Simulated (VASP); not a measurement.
# CrO2: single point with PBE+U

CrO2:

```xyz
3
Lattice="2.7799 0.0000 0.0000 -1.3899 2.4074 0.0000 0.0000 0.0000 4.4845" Properties=species:S:1:pos:R:3 pbc="T T T"
Cr    0.0000    0.0000    0.0000
O     0.0000    1.6050    1.1301
O     1.3899    0.8025    3.3544
```

Measurements of this composition are mostly on another form, of space group No. 136.

```yaml
Program: VASP 6.6.1
Task: single point
Functional: PBE
Potentials_or_basis: VASP PAW PBE potentials, release 64 (Cr_pv, O)
Cutoff: 520 eV
k_mesh: 8 × 8 × 4
Occupations: gaussian, width 0.05 eV
Spin: collinear spin, zero start
Starting_moments: "[0.0, 0.0, 0.0] μB"
Hubbard_terms: Cr d U = 3 eV
Further_INCAR_settings: ALGO = Normal; EDIFF = 1e-06
```

| Quantity | Value |
| --- | --- |
| Pressure | -9.9 GPa |
| Largest force | 1.671 eV/Å |
| Band gap on the k mesh | none (metal or under the smearing width) |
| Net moment | 0.00 μB per cell |
| Valence electrons inside the program's atomic spheres | Cr 10.81; O 4.94 |

Forces in eV/Å, atoms in the order of the input:
```
Cr   0.000  0.000  0.000
O    0.000  0.000 -1.671
O    0.000  0.000  1.671
```

Stress tensor (GPa, compression positive):
```
 -9.20   0.00   0.00
  0.00  -9.20   0.00
  0.00   0.00 -11.42
```

Levels at points of the mesh, in eV from the Fermi level:
Spin up:
| k point | band 9 | band 10 | band 11 | band 12 | band 13 | band 14 | band 15 | band 16 |
| --- | --- | --- | --- | --- | --- | --- | --- | --- |
| (0.00, 0.00, 0.00) | -1.52 | -1.52 | -1.29 | -0.87 | -0.87 | 0.71 | 2.98 | 2.98 |
| (0.50, 0.00, 0.00) | -4.27 | -3.38 | -2.75 | -0.66 | 0.35 | 1.14 | 3.19 | 3.22 |
| (0.00, 0.00, 0.50) | -3.49 | -1.67 | -1.67 | -0.89 | -0.89 | 1.12 | 3.13 | 3.13 |
| (0.50, 0.00, 0.50) | -4.04 | -2.43 | -2.16 | -0.87 | 0.35 | 1.13 | 3.01 | 3.24 |
Spin down:
```tsv
k point	band 8	band 9	band 10	band 11	band 12	band 13	band 14	band 15	band 16
(0.00, 0.00, 0.00)	-4.63	-1.52	-1.52	-1.29	-0.87	-0.87	0.71	2.98	2.98
(0.50, 0.00, 0.00)	-4.40	-4.27	-3.38	-2.75	-0.66	0.35	1.14	3.19	3.22
(0.00, 0.00, 0.50)	-4.58	-3.49	-1.67	-1.67	-0.88	-0.88	1.12	3.13	3.13
(0.50, 0.00, 0.50)	-4.59	-4.04	-2.43	-2.16	-0.87	0.35	1.13	3.01	3.24
```

Eigenvalues of the final occupation matrices:
```
    site  spin  trace               eigenvalues
site 1 d     1   2.03  0.27 0.35 0.35 0.53 0.53
site 1 d     2   2.03  0.27 0.35 0.35 0.53 0.53
```

It took 44 s on 1 thread of Intel(R) Xeon(R) Platinum 8259CL CPU @ 2.50GHz (Skylake/Cascade Lake), on a shared host, peak memory 0.18 GiB.

Caveat: forces of over 1 eV/Å show positions far from the minimum, so gaps and moduli don't describe the material at rest.
